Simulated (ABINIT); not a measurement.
## Fe: single point with PBEsol

The system is Fe.

```xyz
1
Lattice="-1.4815 1.4342 1.4590 1.4675 -1.4310 1.4417 1.4535 1.4030 -1.4557" Properties=species:S:1:pos:R:3 pbc="T T T"
Fe   -0.0126   -0.0290   -0.0073
```

The cell isn't the ideal one: cell strained at random at fixed volume.

| Property | Result |
| --- | --- |
| Program | ABINIT 10.8.3 (patched build) |
| Task | single point |
| Functional | PBEsol |
| Potentials or basis | PseudoDojo NC SR PBEsol v0.4.1 standard |
| Cutoff | 1225 eV |
| k mesh | 13 × 13 × 13 |
| Occupations | fermi-dirac, width 0.05 eV |
| Spin | collinear spin, ferromagnetic start |
| Starting moments | [3.0] μB |

```json
{
 "Pressure": "-15.2 GPa",
 "Band gap on the k mesh": "none (metal or under the smearing width)",
 "Net moment": "2.40 μB per cell",
 "Site moments": "Fe +2.44 μB",
 "Valence electrons inside the program's atomic spheres": "Fe 14.05 (radii [1.0584] Å)"
}
```

Stress tensor (GPa, compression positive):
```
-16.26   1.00   0.53
  1.00 -13.76   0.00
  0.53   0.00 -15.59
```

Levels at points of the mesh, in eV from the Fermi level:
Spin up:
| k point | band 6 | band 7 | band 8 | band 9 | band 10 | band 11 | band 12 | band 13 |
| --- | --- | --- | --- | --- | --- | --- | --- | --- |
| (0.00, 0.00, 0.00) | -2.40 | -2.28 | -2.20 | -1.18 | -1.05 | 23.44 | 23.77 | 24.33 |
Spin down:
| k point | band 4 | band 5 | band 6 | band 7 | band 8 | band 9 | band 10 | band 11 |
| --- | --- | --- | --- | --- | --- | --- | --- | --- |
| (0.00, 0.00, 0.00) | -50.94 | -8.03 | -0.17 | 0.01 | 0.16 | 1.75 | 1.96 | 23.32 |

It took 3.9 min on 4 MPI ranks on Arm Neoverse V2 (shared host), peak memory 0.8 GiB a rank.
